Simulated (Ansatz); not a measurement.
Runs of Ansatz 0.2.0 on Sb. The structure is trigonal, space group R-3m (No. 166). Conventional cell: a = 4.308 Å, b = 4.308 Å, c = 11.274 Å, α = 90.00°, β = 90.00°, γ = 120.00°. Sb (site symmetry 3m) has 3 Sb at 2.91 Å as nearest neighbours. 

```tsv
task	potentials or basis	spin	cell	k mesh	cutoff (eV)	pressure (GPa)	relaxed volume (Å³/atom)	largest force (eV/Å)
band structure	all-electron LAPW, relativistic spinors	SOC, no magnetisation	as given	6 × 6 × 6	230	2.8	-	0.07
relaxation of the atoms	all-electron LAPW, scalar-relativistic	off	atoms relaxed from: strain = -0.02	8 × 8 × 8	-	2.2	-	0.01
relaxation of cell and atoms	all-electron LAPW, scalar-relativistic	off	relaxed	8 × 8 × 8	-	0.0	31.93	-
band structure	all-electron LAPW, scalar-relativistic	off	as given	6 × 6 × 6	230	2.8	-	0.07
relaxation of cell and atoms	all-electron LAPW, relativistic spinors	SOC, no magnetisation	relaxed	6 × 6 × 6	-	0.0	(a)	-
```

Alike in all rows: level PBE; smearing fermi-dirac 0.05 eV; basis error allowed 0.001 eV/atom.

Problem. Fill in the values left out.

Solution. (a) 32.23.

Caveats: the k mesh is thin for a metal, which can move the energy by tens of meV per atom (some runs).
